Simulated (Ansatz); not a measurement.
**YN: pressure against volume**

The task here is to estimate one member of a computed series from the others.

Program: Ansatz 0.2.0. Level of theory: DFT LDA, scalar-relativistic. These are calculated values, not measurements.

## The structure to begin with

The structure is cubic, space group Fm-3m (No. 225). Conventional cell: a = 4.877 Å, b = 4.877 Å, c = 4.877 Å, α = 90.00°, β = 90.00°, γ = 90.00°. Around Y (site symmetry m-3m) lie 6 N at 2.44 Å. N (site symmetry m-3m) has 6 Y at 2.44 Å as nearest neighbours.

As a file:

```cif
data_structure
_symmetry_space_group_name_H-M 'Fm-3m'
_symmetry_Int_Tables_number 225
_cell_length_a 4.8770
_cell_length_b 4.8770
_cell_length_c 4.8770
_cell_angle_alpha 90.000
_cell_angle_beta 90.000
_cell_angle_gamma 90.000
_cell_volume 116.00
loop_
_atom_site_label
_atom_site_type_symbol
_atom_site_symmetry_multiplicity
_atom_site_Wyckoff_symbol
_atom_site_fract_x
_atom_site_fract_y
_atom_site_fract_z
_atom_site_occupancy
Y1 Y 4 a 0.00000 0.00000 0.00000 1
N1 N 4 b 0.50000 0.00000 0.00000 1
```

The file gives the conventional cell by its symmetry; the runs use the cell typed in the input.

Atoms are numbered in the order of the input: Y1, N2.

The first run:

The input, input.yaml:

```yaml
crystal:
  lattice:
    - [0.0, 2.4055432573, 2.4055432573]
    - [2.4055432573, 0.0, 2.4055432573]
    - [2.4055432573, 2.4055432573, 0.0]
  atoms:
    - { symbol: "Y", position: [0.0, 0.0, 0.0] }
    - { symbol: "N", position: [0.5, 0.5, 0.5] }
kpoints:
  mp_grid: { grid: [11, 11, 11] }
  band_path:
    path:
      - [0.0, 0.0, 0.0]
      - [0.5, 0.0, 0.5]
      - [0.625, 0.25, 0.625]
      - [0.375, 0.375, 0.75]
      - [0.0, 0.0, 0.0]
      - [0.5, 0.5, 0.5]
      - [0.5, 0.25, 0.75]
      - [0.5, 0.0, 0.5]
    npoints: 5
scf:
  occupations: { method: fermi_dirac, width: 0.03 }
hamiltonian:
  xc: lda
  pseudopotentials: { kind: all_electron, lapw: { basis_error: 0.001 } }
output:
  forces: true
  stress: true
  eigenvalues: true
```

Run with:

```bash
$ ansatz run input.yaml --threads 1 --pin off --max-ram 3072MiB --backend cpu --events-out ev --progress --plain --runs-dir out
```

Steps of the session up to this table: Volume × 0.96, LAPW; Volume × 0.96, PAW; Volume × 0.96, crystal datasets; Volume × 0.99, LAPW; Volume × 0.99, PAW; Volume × 0.99, crystal datasets; Volume × 1.02, LAPW; Volume × 1.02, PAW; Volume × 1.02, crystal datasets; Volume × 1.06, LAPW; Volume × 1.06, PAW; Volume × 1.06, crystal datasets.

One of the session's tables, all rows but one given; the rest of the session is left out.

It belongs to the step «Fits». 

```
          method  volume (Å³/atom)  pressure (GPa)
            LAPW            13.920            1.06
            LAPW            14.355           -4.33
            LAPW            14.790           -8.92
            LAPW            15.370          -13.98
             PAW            13.920            1.01
             PAW            14.355           -4.37
             PAW            14.790               ?
             PAW            15.370          -14.03
crystal datasets            13.920            1.06
crystal datasets            14.355           -4.33
crystal datasets            14.790           -8.92
crystal datasets            15.370          -13.98
```

Q: Estimate the row for PAW, 14.790 from the others.

As computed: pressure (GPa): -8.96. In the column «pressure (GPa)» it lies between crystal datasets, 15.370 (-13.98) and LAPW, 14.790 (-8.92).

To keep in mind: Warnings in the runs' records: gradients without spin orbit, crystal datasets made.
